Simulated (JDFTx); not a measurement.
CaO: equation of state with PBEsol

Crystal: CaO.

```xyz
2
Lattice="0.0000 2.4036 2.4036 2.4036 0.0000 2.4036 2.4036 2.4036 0.0000" Properties=species:S:1:pos:R:3 pbc="T T T"
Ca    0.0000    0.0000    0.0000
O     2.4036    2.4036    2.4036
```

The cell is a database's computed one.

```
Program             : JDFTx 1.7.0 (patched build)
Task                : equation of state
Functional          : PBEsol
Potentials or basis : PseudoDojo-SR-PBEsol-0.4.1-standard
Cutoff              : 1143 eV
Density cutoff      : 9143 eV
k mesh              : 10 × 10 × 10
Occupations         : fermi-dirac, width 0.05 eV
Spin                : no spin polarisation
```

```yaml
Equilibrium_volume: 13.51 Å³/atom
Bulk_modulus: 116 GPa
Pressure_derivative_of_the_bulk_modulus: 4.4
```

Energy against volume, from the lowest point:
| volume (Å³/atom) | energy (meV/atom) |
| --- | --- |
| 13.052 | 5.71 |
| 13.330 | 0.64 |
| 13.608 | 0.00 |
| 13.886 | 3.33 |
| 14.163 | 10.21 |
| 14.441 | 20.26 |
| 14.719 | 33.17 |
